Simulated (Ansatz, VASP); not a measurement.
One calculation of Cu, two programs

File INCAR:

```
SYSTEM = Cu
PREC = Accurate ; ENCUT = 520
EDIFF = 1E-7 ; ISMEAR = -1
SIGMA = 0.05 ; LREAL = .FALSE.
LASPH = .TRUE. ; NELM = 100
ALGO = Normal ; ISIF = 2
LWAVE = .FALSE. ; LCHARG = .FALSE.
GGA = PS ; NBANDS = 18
```

File KPOINTS:

```
regular mesh
0
G
  12 12 7
  0 0 0
```

The input POSCAR:

```
Cu
1.0
    2.5508792560      0.0000000000      0.0000000000
   -1.2754396280      2.2091262377      0.0000000000
    0.0000000000      0.0000000000      4.1398073633
Cu
2
Direct
    0.6666666667      0.3333333333      0.7500000000
    0.3333333333      0.6666666667      0.2500000000
```

File input.yaml:

```yaml
crystal:
  lattice:
    - [2.550879256, 0.0, 0.0]
    - [-1.275439628, 2.2091262377, 0.0]
    - [0.0, 0.0, 4.1398073633]
  atoms:
    - { symbol: Cu, position: [0.6666666667, 0.3333333333, 0.75] }
    - { symbol: Cu, position: [0.3333333333, 0.6666666667, 0.25] }
hamiltonian:
  xc: pbesol
  pseudopotentials: { kind: paw }
kpoints:
  mp_grid: { grid: [12, 12, 7] }
scf:
  occupations: { method: fermi_dirac, width: 0.05 }
output:
  forces: true
  stress: true
  eigenvalues: true
```

Change from the starting cell: volume scaled by 1.02.

Alike in both runs: task single point; functional PBEsol; k mesh 12 × 12 × 7; occupations fermi-dirac, width 0.05 eV; no spin polarisation.

```csv
,VASP,Ansatz
version,VASP 6.6.1,Ansatz 0.2.0
potentials or method,"VASP PAW PBE potentials, release 64 (Cu)",Ansatz PAW
plane-wave cutoff (eV),520,420
valence electrons in the cell,22,38
```

```csv
,VASP,Ansatz,Ansatz less VASP
gap on the k mesh at the Fermi level (eV),none,none,-
pressure (GPa),-3.7,-4.4,-0.72
largest component of the traceless stress (GPa),0.13,0.20,+0.069
```

A gap of «none» marks a metal or a gap that the smearing closes. With one functional, cell and mesh, what is left measures potentials, basis and numerics. The two sets of potentials don't hold the same shells in valence.

Caveats: the PAW data sets were made with another functional, which shifts forces and pressure a little (VASP); the PAW data sets come from PBE, with cores solved anew for the run's functional, which leaves a small shift of forces and pressure (Ansatz).
